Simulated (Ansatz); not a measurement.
Runs of Ansatz 0.2.0 on Fe. It takes space group P6_3/mmc (No. 194, hexagonal). Conventional cell: a = 2.434 Å, b = 2.434 Å, c = 3.842 Å, α = 90.00°, β = 90.00°, γ = 120.00°. Fe (site symmetry -6m2) is surrounded by 12 Fe at 2.38 to 2.43 Å. This isn't the form of Fe at room conditions, which is bcc.

| task | level | cell | cutoff (eV) | points for each segment of the path | gap on the mesh (eV) | pressure (GPa) | moment (μB) | relaxed volume (Å³/atom) |
| --- | --- | --- | --- | --- | --- | --- | --- | --- |
| single point | PBEsol0 | as given | 420 | - | none | -17.0 | (b) | - |
| band structure | HSE03 | as given | 420 | 4 | none | 63.1 | 5.36 | - |
| single point | r2SCAN0 | as given | 500 | - | none | 67.3 | 5.53 | - |
| band structure | HSEsol | as given | 420 | 4 | none | 54.0 | 5.36 | - |
| relaxation of cell and atoms | HSE03 | relaxed | 420 | - | none | 0.0 | (a) | 13.10 |
| single point | r2SCANh | as given | 500 | - | none | 60.7 | 5.36 | - |
| relaxation of cell and atoms | HSEsol | relaxed | 420 | - | none | 0.0 | 5.53 | 12.02 |

Alike in all rows: potentials or basis Ansatz PAW; spin collinear, ferromagnetic start; k mesh 6 × 6 × 4; smearing fermi-dirac 0.05 eV; the mesh is coarse, so values aren't converged.

Question: Fill in the values left out.

Answer: (a) 6.15; (b) 0.31.

Caveats: all runs use coarse meshes; the magnetic or orbital state may not be the lowest; the PAW data sets come from PBE, with cores solved anew for the run's functional, which leaves a small shift of forces and pressure; the thresholds are loose for stress (some runs); a pressure of tens of GPa on the cell as given is suspect, and the run, the potentials or the cell itself is likely at fault (some runs); the volume moved by over 15 % at a fixed basis, so the end points are rough (some runs); the plane-wave basis is chosen anew once the cell has moved, so the energies of steps on either side of that aren't comparable (some runs); so large a pressure means that the cell lies far from this level's equilibrium, or that cutoff or potentials fall short (some runs).

A gap of «none» marks a metal or a gap under the smearing width.
